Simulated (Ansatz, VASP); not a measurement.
# One calculation of W, two programs

```
W
1.0
     3.21934    0.00000    0.00000
     0.00000    3.21934    0.00000
     0.00000    0.00000   25.78036
W
4
Direct
  0.00000 0.00000 0.57384
  0.50000 0.50000 0.62858
  0.00000 0.00000 0.69345
  0.50000 0.50000 0.74442
```

Alike in both runs: task single point; functional PBEsol; k mesh 10 × 10 × 1; occupations methfessel-paxton of order 1, width 0.1 eV; no spin polarisation.

|  | VASP | Ansatz |
| --- | --- | --- |
| version | VASP 6.6.1 | Ansatz 0.2.0 |
| potentials or method | VASP PAW PBE potentials, release 64 (W_sv) | scalar-relativistic, plane waves, PAW |
| plane-wave cutoff (eV) | 520 | 420 |
| valence electrons in the cell | 56 | 56 |

|  | VASP | Ansatz | Ansatz less VASP |
| --- | --- | --- | --- |
| gap on the k mesh at the Fermi level (eV) | none | none | - |
| rms of the force components (eV/Å) | 0.594 | 0.604 | +0.0101 |

Atom by atom the forces differ by 0.019 eV/Å (rms over components). A gap of «none» marks a metal or a gap that the smearing closes. With one functional, cell and mesh, what is left measures potentials, basis and numerics. Ansatz warned: «pseudo_functional_mismatch».

Caveats: the PAW data sets were made with another functional, which shifts forces and pressure a little (VASP). The runs have no spin-orbit coupling, so splittings on W are missing.
